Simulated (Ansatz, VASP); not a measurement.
**HfO2: VASP beside Ansatz**

```xyz
3
Lattice="0.0000 2.5575 2.5575 2.5575 0.0000 2.5575 2.5575 2.5575 0.0000" Properties=species:S:1:pos:R:3 pbc="T T T"
Hf    0.0000    0.0000    0.0000
O     1.2788    1.0537    1.2788
O     3.8363    3.8363    3.8363
```

Alike in both runs: task single point; functional PBE; k mesh 8 × 8 × 8; occupations gaussian, width 0.05 eV; no spin polarisation.

```csv
,VASP,Ansatz
version,VASP 6.6.1,Ansatz 0.2.0
potentials or method,"VASP PAW PBE potentials, release 64 (Hf_pv, O)","scalar-relativistic, plane waves, PAW"
plane-wave cutoff (eV),520,420
valence electrons in the cell,22,38
```

Ansatz gave:

| Quantity | Value |
| --- | --- |
| gap on the k mesh at the Fermi level (eV) | 3.61 |
| least direct gap on the mesh (eV) | 3.61 |
| pressure (GPa) | 1.3 |
| largest component of the traceless stress (GPa) | 7.00 |
| rms of the force components (eV/Å) | 1.023 |

Task: Which values does VASP return?

Result: gap on the k mesh at the Fermi level (eV): 3.62; least direct gap on the mesh (eV): 3.62; pressure (GPa): -2.2; largest component of the traceless stress (GPa): 6.37; rms of the force components (eV/Å): 1.008.

Atom by atom the forces differ by 0.018 eV/Å (rms over components). The two sets of potentials don't hold the same shells in valence.

Caveats: spin-orbit coupling is left out, which moves the levels of the heavy elements; forces of over 1 eV/Å show positions far from the minimum, so gaps and moduli don't describe the material at rest. A k mesh can miss the band edges.
